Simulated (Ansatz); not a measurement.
WS2 (Tungstenite):

```
CELL_PARAMETERS angstrom
3.18000 0.00000 0.00000
-1.59000 2.75396 0.00000
0.00000 0.00000 12.50000
ATOMIC_POSITIONS crystal
W 0.66667 0.33333 0.75000
W 0.33333 0.66667 0.25000
S 0.66667 0.33333 0.37500
S 0.33333 0.66667 0.87500
S 0.66667 0.33333 0.12500
S 0.33333 0.66667 0.62500
```

Base run:

| Item | Value |
| --- | --- |
| Program | Ansatz 0.2.0 |
| Functional | BLYP |
| Potentials or basis | Ansatz PAW |
| Cutoff | 420 eV (not typed: the program's choice for these potentials) |
| k mesh | 10 × 10 × 3 |
| Occupations | fermi-dirac, width 0.05 eV |
| Spin | no spin polarisation |

Its results: band gap on the k mesh 1.13 eV, indirect (least direct gap 2.08 eV); pressure 9.5 GPa; largest force 0.527 eV/Å.

Task: The run is repeated on the same cell with these changes: functional from BLYP to LDA; occupations from fermi-dirac, width 0.05 eV to gaussian, width 0.02 eV. What comes out?

Result: Band gap on the k mesh 1.04 eV, indirect (least direct gap 2.06 eV); pressure -5.6 GPa; largest force 0.358 eV/Å.

Caveats: spin-orbit coupling is left out, which moves the levels of the heavy elements; the PAW data sets come from PBE, with cores solved anew for the run's functional, which leaves a small shift of forces and pressure; the k mesh misses the band edges, so the gap on the mesh is wider than the one along the path (some runs); this functional lacks dispersion, which binds the layers, so the pressure and a relaxed spacing across them are unreliable (some runs); odd divisions of the mesh miss points on the zone boundary, where band edges often lie, so the gap on the mesh can be too wide (some runs).
